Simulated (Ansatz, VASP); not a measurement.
# AlP in two plane-wave programs

Wanted: the spread between two codes on one cell, functional and k mesh. The cell is taken from a series of runs on this material, whose earlier steps may have relaxed, scaled, displaced or heated it; both programs get it as it stands.

Calculated with Ansatz 0.2.0; plane waves, with VASP 6.6.1 beside it; single point at HSE06.

### Step 1. Set-up

The cell holds 6 atoms: 3 Al and 3 P. Cell: a = 3.854 Å, b = 5.451 Å, c = 31.600 Å, α = 90.0°, β = 90.0°, γ = 90.0°. It derives from AlP. Vacuum lies along c.

### Step 2. Ansatz: single point, HSE06

Ansatz runs on its PAW soft_1 files.

A single point gives forces, pressure and levels at one fixed geometry, so differences don't come from the geometry; what else differs is listed under the comparison.

input.yaml

```yaml
crystal:
  lattice:
    - [3.8544390642, 0.0, 0.0]
    - [0.0, 5.451, 0.0]
    - [0.0, 0.0, 31.6]
  atoms:
    - { symbol: Al, position: [0.0, 0.0383532066, 0.4507763172] }
    - { symbol: P, position: [0.5, 0.2501740237, 0.433693182] }
    - { symbol: Al, position: [0.5, 0.4581954015, 0.5] }
    - { symbol: P, position: [0.0, 0.7147501378, 0.5] }
    - { symbol: Al, position: [0.0, 0.0383532066, 0.5492236828] }
    - { symbol: P, position: [0.5, 0.2501740237, 0.566306818] }
  periodic: [true, true, false]
kpoints:
  mp_grid: { grid: [4, 2, 1] }
  band_path:
    path: [[0.0, 0.0, 0.0], [0.5, 0.0, 0.0], [0.5, 0.5, 0.0], [0.0, 0.5, 0.0]]
    npoints: 1
hamiltonian:
  xc: hse06
  pseudopotentials: { kind: paw, azcp: { folder: soft_1 } }
scf:
  occupations: { method: fixed }
  n_extra_bands: 6
output:
  eigenvalues: true
```

Started as:

```
$ ansatz run input.yaml --threads 8 --pin off --max-ram 17510MiB --backend cpu --events-out ev --progress --plain --runs-dir out
```

Numbers of over 12 decimals in the logs are rounded to 6 here.

What it wrote:

```text
scf.n_extra_bands = 6 over 12 filled bands (N_el = 24.0): the run solves 18 bands
Engine: ansatz 0.2.0, aarch64-unknown-linux-gnu
Pseudopotentials: kind: paw
Pseudopotential: Al, paw, valence charge 3, recommended cutoff 420 eV (normal), soft_1/Al.paw.azcp
Pseudopotential: P, paw, valence charge 5, recommended cutoff 420 eV (normal), soft_1/P.paw.azcp
Functional definition: HSE06
  parameter a = 0.25
  parameter omega = 0.11/bohr
  exchange = pbe_x - a*pbe_x_sr(omega) + a*exact_x_sr(omega)
  correlation = pbe_c
davidson cushion auto → on  (no smearing: the cushion is to keep the highest requested band from converging to the state above it; pin scf.eigensolver.cushion to override)
Crystal: 6 atoms, lattice volume = 663.933 Å³
Basis set: ecut = 420 eV, 12991 PW (Γ)
Bands: 18, of which v1, the nominal top of the filled ones, is band 12 counted from 1 (11 counted from 0)
Symmetry: 4 space group operations
Space group: Pmm2 (ITA 25), of the structure as read, at distance tolerance 8.7e-5 Å
k-points: 6 of 8
Non-local potential: Al, projectors of the file, l = 0: 2, l = 1: 2, l = 2: 1
Non-local potential: P, projectors of the file, l = 0: 2, l = 1: 2, l = 2: 1
PAW form: soft (Blöchl's): semilocal exchange-correlation on the pseudo side does not see the compensation charge
PAW frozen core: Al, regenerated for the run's functional, and the local potential with it (the file was generated under x = pbe(κ = 0.804, μ = 0.219515), c = pbe(β = 0.066725))
PAW frozen core: P, regenerated for the run's functional, and the local potential with it (the file was generated under x = pbe(κ = 0.804, μ = 0.219515), c = pbe(β = 0.066725))
PAW one-centre angular grid: Al, 110 points (default); XC on 64 Gauss nodes
PAW one-centre angular grid: P, 110 points (default); XC on 64 Gauss nodes
Initial density: superposition of atomic densities (neutral atoms: chi_scale 0, normalization atom)
Initial wavefunctions: pseudopotential atomic-orbital guess
Functional: x = pbe(κ = 0.804, μ = 0.219515), c = pbe(β = 0.066725), warm-up for x = pbe(κ = 0.804, μ = 0.219515) + 0.25 (exact − pbe) at short range (hse, ω = 0.207870 Å⁻¹), c = pbe(β = 0.066725); HSE06 as pw.x's `hse` composes it (authors' and Libxc's form: `xc: wpbeh`)
iter 1 solved again at ethr=2.38e-2 eV; its pass at ethr=1.00e-1 eV (dr2=5.71e0 eV) is discarded
SCF iter   1: F=—  HF=-3882.510941 eV  |F-HF|=—  |Δ(HF+E_count)|=         —  Δρ=2.14e-2  dr2=5.77e0  ethr=2.38e-2  ⟨swp⟩=2.7  Hψ=678  notcnv=0
preconditioner: auto → none  [insulator: Δε(μ)=1.200 eV  Ē_g=8.249 eV  n_scr=36 (ndim 8)  ℏωp=7.1 eV  f_vac=0.719]
iter 2 solved again at ethr=1.79e-3 eV; its pass at ethr=2.38e-2 eV (dr2=4.29e-1 eV) is discarded
SCF iter   2: F=—  HF=-3880.801178 eV  |F-HF|=—  |Δ(HF+E_count)|=    1.71e0  Δρ=8.29e-3  dr2=4.44e-1  ethr=1.79e-3  ⟨swp⟩=4.7  Hψ=596  notcnv=0  defer=2
SCF iter   3: F=—  HF=-3880.716047 eV  |F-HF|=—  |Δ(HF+E_count)|=   8.51e-2  Δρ=3.69e-3  dr2=9.58e-2  ethr=1.79e-3  ⟨swp⟩=3.3  Hψ=267  notcnv=0  defer=1
SCF iter   4: F=—  HF=-3880.704206 eV  |F-HF|=—  |Δ(HF+E_count)|=   1.18e-2  Δρ=1.04e-3  dr2=1.59e-2  ethr=3.99e-4  ⟨swp⟩=3.5  Hψ=272  notcnv=0  defer=2
SCF iter   5: F=—  HF=-3880.701583 eV  |F-HF|=—  |Δ(HF+E_count)|=   2.62e-3  Δρ=2.57e-4  dr2=1.96e-3  ethr=6.61e-5  ⟨swp⟩=4.0  Hψ=307  notcnv=0
SCF iter   6: F=—  HF=-3880.701357 eV  |F-HF|=—  |Δ(HF+E_count)|=   2.26e-4  Δρ=1.48e-4  dr2=2.71e-4  ethr=8.15e-6  ⟨swp⟩=4.7  Hψ=332  notcnv=0
SCF iter   7: F=-3880.701320 eV  HF=-3880.701319 eV  |F-HF|=5.76e-7  |Δ(HF+E_count)|=   3.80e-5  Δρ=3.52e-5  dr2=7.63e-6  ethr=1.13e-6  ⟨swp⟩=3.8  Hψ=317  notcnv=0
SCF 1 stopped early in 7 iterations: F = -3880.701320 eV  dr2 = 7.63e-6
  greatest PAW one-centre occupation: 0.793 electrons in one spin orbital (limit 2), on the P atom at site 5 (counted from 0), in its partial waves of l = 0
Initial density: handed on by an earlier stage of this run
Initial wavefunctions: those handed on with the density
Functional: x = pbe(κ = 0.804, μ = 0.219515) + 0.25 (exact − pbe) at short range (hse, ω = 0.207870 Å⁻¹), c = pbe(β = 0.066725); HSE06 as pw.x's `hse` composes it (authors' and Libxc's form: `xc: wpbeh`)
Exchange kernel: α = 0.2500, screened, ω = 0.2079 Å⁻¹, Wigner–Seitz truncation, v(0) = 1005.3542 eV·Å³, q-mesh 4×2×1, nearest image of the exchange supercell L = 10.90 Å, pair-density grid 15×24×125, without the augmentation charges, whose exchange is taken in its separable form by FFT convolution over the k-point mesh (sized by the pseudopotential files, 25×40×216 at the most)
Frozen-core exchange: fock
SCF iter   1: F=—  HF=-3883.498640 eV  |F-HF|=—  |Δ(HF+E_count)|=         —  Δρ=1.27e-3  dr2=1.79e-2  ethr=3.18e-7  ⟨swp⟩=11.7  Hψ=871  notcnv=0
preconditioner: auto → none  [insulator: Δε(μ)=1.021 eV  Ē_g=8.902 eV  n_scr=36 (ndim 8)  ℏωp=7.1 eV  f_vac=0.736]
SCF iter   2: F=—  HF=-3883.492581 eV  |F-HF|=—  |Δ(HF+E_count)|=   6.06e-3  Δρ=3.39e-4  dr2=3.74e-3  ethr=3.18e-7  ⟨swp⟩=7.5  Hψ=600  notcnv=0  defer=7
SCF iter   3: F=—  HF=-3883.499960 eV  |F-HF|=—  |Δ(HF+E_count)|=   7.38e-3  Δρ=2.43e-4  dr2=7.09e-4  ethr=3.18e-7  ⟨swp⟩=7.3  Hψ=561  notcnv=0
SCF iter   4: F=—  HF=-3883.499635 eV  |F-HF|=—  |Δ(HF+E_count)|=   3.25e-4  Δρ=4.77e-5  dr2=8.26e-5  ethr=3.18e-7  ⟨swp⟩=4.3  Hψ=405  notcnv=0
SCF iter   5: F=—  HF=-3883.499922 eV  |F-HF|=—  |Δ(HF+E_count)|=   2.87e-4  Δρ=5.89e-5  dr2=7.28e-5  ethr=1.27e-7  ⟨swp⟩=5.2  Hψ=410  notcnv=0
SCF iter   6: F=-3883.499901 eV  HF=-3883.499903 eV  |F-HF|=1.91e-6  |Δ(HF+E_count)|=   1.87e-5  Δρ=1.49e-5  dr2=5.87e-6  ethr=1.27e-7  ⟨swp⟩=4.0  Hψ=333  notcnv=0
SCF 2 stopped early in 6 iterations: F = -3883.499901 eV  dr2 = 5.87e-6
  greatest PAW one-centre occupation: 0.787 electrons in one spin orbital (limit 2), on the P atom at site 5 (counted from 0), in its partial waves of l = 0
hybrid outer 1: dexx = +9.809e-3 eV, tail = 8.22e-6 eV
Exchange kernel: α = 0.2500, screened, ω = 0.2079 Å⁻¹, Wigner–Seitz truncation, v(0) = 1005.3542 eV·Å³, q-mesh 4×2×1, nearest image of the exchange supercell L = 10.90 Å, pair-density grid 15×24×125, without the augmentation charges, whose exchange is taken in its separable form by FFT convolution over the k-point mesh (sized by the pseudopotential files, 25×40×216 at the most)
Frozen-core exchange: fock
SCF iter   1: F=—  HF=-3883.499862 eV  |F-HF|=—  |Δ(HF+E_count)|=         —  Δρ=8.55e-6  dr2=6.95e-7  ethr=1.71e-7  ⟨swp⟩=4.3  Hψ=270  notcnv=0
preconditioner: auto → none  [insulator: Δε(μ)=1.004 eV  Ē_g=8.901 eV  n_scr=36 (ndim 8)  ℏωp=7.1 eV  f_vac=0.737]
iter 2 solved again at ethr=1.05e-10 eV; its pass at ethr=2.59e-9 eV (dr2=2.51e-8 eV) is discarded
SCF iter   2: F=-3883.499862 eV  HF=-3883.499862 eV  |F-HF|=1.33e-8  |Δ(HF+E_count)|=   2.11e-7  Δρ=2.00e-6  dr2=4.99e-8  ethr=1.05e-10  ⟨swp⟩=4.3  Hψ=653  notcnv=0
SCF 3 converged in 2 iterations: F = -3883.499862 eV  dr2 = 4.99e-8
hybrid outer 2: dexx = +1.665e-7 eV, tail = 1.00e-7 eV, Δε = 1.83e-3 eV (about 3.49e-4 eV left of the loop's levels)
NSCF: frozen V_eff on 4 k-points
hybrid SCF converged: 2 outer / 8 inner (+7 warm-up), last move |dexx| = 1.67e-7 eV, tail = 1.00e-7 eV
Stability not checked: this state was not tested for a lower state beside it, because the functional holds exact exchange (a hybrid, or Hartree-Fock), whose exchange loop this test does not read (fock_operator; see scf.lower_state_search)
Free energy (F): -3883.499862 eV
Frozen-core exchange: fock
Harris-Foulkes:  -3883.499862 eV  (|F-HF|=1.33e-8)
Internal energy: -3883.499862 eV  (E = F + TS)
E sigma→0 (E₀):  -3883.499862 eV
Fermi energy:    -6.049046 eV
--- Per-component energies (eV) ---
  E_band       = -254.363429
  E_kinetic    = 271.053002
  E_local      = -15145.410710  (includes V_loc(G=0)·N_el)
  E_nonlocal   = 125.456307
  E_hartree    = 7408.195465
  E_xc         = -268.151340
  E_vxc        = -218.248182  (∫ρ·V_xc dr)
  E_exx        = -34.703502  (= α·E_x^exact, valence–valence)
  E_paw        = -3111.570133  (= ΣΔE_a)
  E_vpaw       = -34.198495  (= ΣTr[D̂ρ^β])
  E_aug_tail   = -0.000006  (compensation charges beyond the density's cutoff)
  E_ewald      = 6871.992557
  E_core_change = -0.361501  (= ΣΔE_core)
  E_smearing   = -0.000000  (= −TS)
  E_closure    = -0.000000  (closes the sum)
  Σ components = -3883.499862   (vs F -3883.499862, Δ=0.00e0)
--- Band table (eV; the first three rows and the last of 6) ---
  k-point 0: bands = [... 8 lower, -6.9489, -6.7075, -6.6344, -6.2509, -3.5904, -3.0202, -1.5902, -1.5066, ... 2 higher]
  k-point 1: bands = [... 8 lower, -7.1479, -7.1104, -6.9067, -6.0490, -3.3527, -2.2491, -1.9745, -1.2745, ... 2 higher]
  k-point 2: bands = [... 8 lower, -8.0143, -7.7992, -6.8614, -6.4364, -3.6252, -2.0739, -1.6856, -1.2819, ... 2 higher]
  k-point 5: bands = [... 8 lower, -8.3187, -7.8692, -6.4965, -6.2214, -3.7784, -2.0210, -1.7407, -1.0992, ... 2 higher]
  the weakly bound empty levels are not read free of the cell's end (exact_exchange)
```

### Step 3. VASP: single point, HSE06

The same cell, functional and mesh now go to VASP, with its own data sets.

Lines of VASP's logs that name or quote its potential files are left out, and so is its time.

The run reads the wave functions of an earlier VASP run, which isn't shown here.

INCAR

```
SYSTEM = AlP
PREC = Accurate
ENCUT = 400
EDIFF = 1E-06
NELM = 100
ISMEAR = 0
SIGMA = 0.01
LREAL = .FALSE.
ALGO = Normal
LHFCALC = .TRUE.
AEXX = 0.25
GGA = PE
HFSCREEN = 0.208
LASPH = .TRUE.
NBANDS = 18
PRECFOCK = Fast
LORBIT = 11
LWAVE = .FALSE.
LCHARG = .FALSE.
ISIF = 2
LDIPOL = .TRUE.
IDIPOL = 3
DIPOL = 0.5 0.5 0.5
LVHAR = .TRUE.
```

POSCAR

```
AlP
1.0
    3.8544390642      0.0000000000      0.0000000000
    0.0000000000      5.4510000000      0.0000000000
    0.0000000000      0.0000000000     31.6000000000
Al P
3 3
Direct
    0.0000000000      0.0383532066      0.4507763172
    0.5000000000      0.4581954015      0.5000000000
    0.0000000000      0.0383532066      0.5492236828
    0.5000000000      0.2501740237      0.4336931820
    0.0000000000      0.7147501378      0.5000000000
    0.5000000000      0.2501740237      0.5663068180
```

KPOINTS

```
Automatic mesh
0
Gamma
4 2 1
0 0 0
```

Potentials, in the order of the species: Al and P (PBE family, release 64).

Started as:

```
$ export OMP_NUM_THREADS=4
$ mpirun -np 1 vasp_std
```

What it wrote:

```text
[banner, memory and clock lines left out]
running    1 mpi-ranks, on    1 nodes
 distrk:  each k-point on    1 cores,    1 groups
 distr:  one band on    1 cores,    1 groups
 Offloading initialized ...    1 GPUs detected
 POSCAR found type information on POSCAR AlP
 POSCAR found :  2 types and       6 ions
 LDA part: xc-table for (Slater+PW92), standard interpolation
 found WAVECAR, reading the header
 POSCAR, INCAR and KPOINTS ok, starting setup
 FFT: planning ... GRIDC
 FFT: planning ... GRID_SOFT
 FFT: planning ... GRID
 reading WAVECAR
 the WAVECAR file was read successfully
 initial charge from wavefunction
 entering main loop
       N       E                     dE             d eps       ncg     rms          rms(c)
DAV:   1    -0.331752744813E+02   -0.33175E+02   -0.15170E+00   284   0.622E+00    0.150E+01
DAV:   2    -0.331864946998E+02   -0.11220E-01   -0.51388E-02   278   0.135E+00    0.985E+00
DAV:   3    -0.331839834154E+02    0.25113E-02   -0.41155E-03   326   0.363E-01    0.633E+00
DAV:   4    -0.331831310365E+02    0.85238E-03   -0.91592E-04   262   0.149E-01    0.379E+00
DAV:   5    -0.331828550152E+02    0.27602E-03   -0.15527E-04   314   0.646E-02    0.225E+00
DAV:   6    -0.331827533571E+02    0.10166E-03   -0.36138E-05   252   0.329E-02    0.132E+00
DAV:   7    -0.331827221075E+02    0.31250E-04   -0.16696E-05   268   0.215E-02    0.759E-01
DAV:   8    -0.331827142308E+02    0.78767E-05   -0.48710E-06   240   0.121E-02    0.434E-01
DAV:   9    -0.331827136735E+02    0.55722E-06   -0.15894E-06   192   0.785E-03
   1 F= -.33182714E+02 E0= -.33182714E+02  d E =-.183544E-11
```

OUTCAR, selected parts (step 3):

```text
ion  position               nearest neighbor table
   1  0.000  0.038  0.451-   4 2.31   4 2.31   5 2.35   3 3.11
   2  0.500  0.458  0.500-   5 2.38   5 2.38   6 2.38   4 2.38
   3  0.000  0.038  0.549-   6 2.31   6 2.31   5 2.35   1 3.11
   4  0.500  0.250  0.434-   1 2.31   1 2.31   2 2.38
   5  0.000  0.715  0.500-   1 2.35   3 2.35   2 2.38   2 2.38
   6  0.500  0.250  0.566-   3 2.31   3 2.31   2 2.38

  LATTYP: Found a simple orthorhombic cell.
 ALAT       =     3.8544390642
 B/A-ratio  =     1.4142135624
 C/A-ratio  =     8.1983394921

 Subroutine GETGRP returns: Found  4 space group operations
 (whereof  4 operations were pure point group operations)

The static configuration has the point symmetry C_2v.

 Found      6 irreducible k-points:

   k-points           NKPTS =      6   k-points in BZ     NKDIM =      8   number of bands    NBANDS=     18

   dimension x,y,z NGX =    28 NGY =   36 NGZ =  210
   dimension x,y,z NGXF=    56 NGYF=   72 NGZF=  420

   ENCUT  =  400.0 eV  29.40 Ry    5.42 a.u.   6.29  8.89 51.53*2*pi/ulx,y,z

   NELECT =      24.0000    total number of electrons

 k-points in reciprocal lattice and weights: Automatic mesh
   0.00000000  0.00000000  0.00000000       0.125
   0.25000000  0.00000000  0.00000000       0.250
   0.50000000  0.00000000  0.00000000       0.125
   0.00000000  0.50000000  0.00000000       0.125
   0.25000000  0.50000000  0.00000000       0.250
   0.50000000  0.50000000  0.00000000       0.125

  exchange ACFDT corr.  =         0.00000000  see jH, gK, PRB 81, 115126

 dipolmoment           0.000000      0.000000     -0.000000 electrons x Angstroem

 average (electrostatic) potential at core
       1 -79.8612       2 -79.4523       3 -79.8612       4 -86.9835       5 -87.5916
       6 -86.9835

 E-fermi :  -4.1122

 k-point     1 :       0.0000    0.0000    0.0000
  band No.  band energies     occupation
    ...
      8      -6.1381      2.00000
      9      -5.0417      2.00000
     10      -4.8117      2.00000
     11      -4.7375      2.00000
     12      -4.3412      2.00000
     13      -1.6746      0.00000
     14      -1.1171      0.00000
     15       0.3131      0.00000
     16       0.3937      0.00000
     17       0.7981      0.00000
    ...

 k-point     2 :       0.2500    0.0000    0.0000
  band No.  band energies     occupation
    ...
      8      -6.2212      2.00000
      9      -6.1122      2.00000
     10      -5.8984      2.00000
     11      -4.9643      2.00000
     12      -4.5441      2.00000
     13      -1.7216      0.00000
     14      -0.1614      0.00000
     15       0.2184      0.00000
     16       0.6215      0.00000
     17       0.8879      0.00000
    ...

 k-point     3 :       0.5000    0.0000    0.0000
  band No.  band energies     occupation
    ...
      8      -6.0383      2.00000
      9      -5.8650      2.00000
     10      -5.4840      2.00000
     11      -5.4371      2.00000
     12      -4.3266      2.00000
     13      -3.1379      0.00000
     14      -0.8793      0.00000
     15      -0.0002      0.00000
     16       0.4371      0.00000
     17       0.4677      0.00000
    ...

  Total       -1.5132568     -1.6776454      0.6900402      0.0000000      0.0000000      0.0000000
  in kB       -3.6517309     -4.0484270      1.6651774      0.0000000      0.0000000      0.0000000
  external PRESSURE =      -2.0116602 kB  Pullay stress =       0.0000000 kB

  energy-cutoff  :      400.00
  volume of cell :      663.93
      direct lattice vectors                 reciprocal lattice vectors
     3.854439064  0.000000000  0.000000000     0.259441123  0.000000000  0.000000000
     0.000000000  5.451000000  0.000000000     0.000000000  0.183452578  0.000000000
     0.000000000  0.000000000 31.600000000     0.000000000  0.000000000  0.031645570

 POSITION                                       TOTAL-FORCE (eV/Angst)
 -----------------------------------------------------------------------------------
      0.00000      0.20906     14.24453        -0.000000     -0.033977     -0.113625
      1.92722      2.49762     15.80000        -0.000000      0.058678      0.000000
      0.00000      0.20906     17.35547         0.000000     -0.033977      0.113625
      1.92722      1.36370     13.70470        -0.000000     -0.054999     -0.087397
      0.00000      3.89610     15.80000        -0.000000      0.119275      0.000000
      1.92722      1.36370     17.89530        -0.000000     -0.054999      0.087397
 -----------------------------------------------------------------------------------
    total drift:                                0.000000      0.000705     -0.000000

  FREE ENERGIE OF THE ION-ELECTRON SYSTEM (eV)
  ---------------------------------------------------
  free  energy   TOTEN  =       -33.1827136735 eV

  energy  without entropy=      -33.1827136735  energy(sigma->0) =      -33.18271367

 vacuum level on the upper side and lower side of the slab         1.885         1.885

 total charge
# of ion       s       p       d       tot
------------------------------------------
    1        0.492   0.362   0.000   0.854
    2        0.442   0.392   0.000   0.834
    3        0.492   0.362   0.000   0.854
    4        1.045   1.518   0.000   2.563
    5        1.011   1.595   0.000   2.606
    6        1.045   1.518   0.000   2.563
--------------------------------------------------
tot          4.527   5.748   0.000  10.275

[... 3 further parts left out ...]
```

### Step 4. Comparison

Known differences besides the potentials themselves: exact exchange at q = 0 is treated differently, which shows on coarse meshes; VASP keeps PBE cores, Ansatz makes them for the functional; fixed occupations in Ansatz, narrow Gaussian smearing in VASP; Ansatz cuts the interaction across the vacuum, VASP repeats the sheet with a dipole correction; the cutoff is 420 eV in Ansatz and 400 eV in VASP; VASP takes a coarser grid for exact exchange (PRECFOCK = Fast). Total energies have different zeros and are not compared.

The two programs side by side:

```csv
quantity,Ansatz,VASP,difference
gap on the k mesh (eV),1.004,1.019,-0.015
```

A gap on the mesh is an upper bound, since the band edges may lie between its points. With vacuum in the cell, a pressure given here is an average over mostly empty space and none of the material.

### Step 5. Outcome

| Quantity | Value |
| --- | --- |
| difference in gap on the k mesh (single point, HSE06) | -0.015 eV |

What this shows: The difference in gap on the k mesh is -0.015 eV (single point, HSE06), within the 0.08 eV picked in this series as the mark of a large difference. How closely two codes agree says nothing of how well the functional describes the real material.

[Lines on the potential files, build, host, timing and source positions are cut from VASP's logs without a mark.]

[Logs are printed without paths, hosts, clocks, repeated set-up lines and the standing remarks that a program may print on its own settings, such as how far it seeks lower states.]

[Hosts, paths, dates, database ids (printed as entryN), source tags and the programs' standing remarks are cut or masked in the printed files.]
